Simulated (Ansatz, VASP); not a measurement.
**Two plane-wave programs on Bi**

```xyz
2
Lattice="2.2452 1.2962 3.8388 -2.2452 1.2962 3.8388 0.0000 -2.5925 3.8388" Properties=species:S:1:pos:R:3 pbc="T T T"
Bi    0.0000    0.0000    2.7307
Bi    0.0000    0.0000    8.7858
```

Alike in both runs: task single point; functional LDA; k mesh 9 × 9 × 9; occupations fermi-dirac, width 0.2 eV; no spin polarisation.

```csv
,VASP,Ansatz
version,VASP 6.6.1,Ansatz 0.2.0
potentials or method,"VASP PAW LDA potentials, release 64 (Bi_d)","plane waves (420 eV) with PAW, scalar-relativistic"
plane-wave cutoff (eV),520,420
valence electrons in the cell,30,30
```

|  | VASP | Ansatz | Ansatz less VASP |
| --- | --- | --- | --- |
| pressure (GPa) | 0.2 | 0.1 | -0.10 |
| largest component of the traceless stress (GPa) | 0.06 | 0.04 | -0.013 |

Ansatz warned: «pseudo_functional_mismatch».
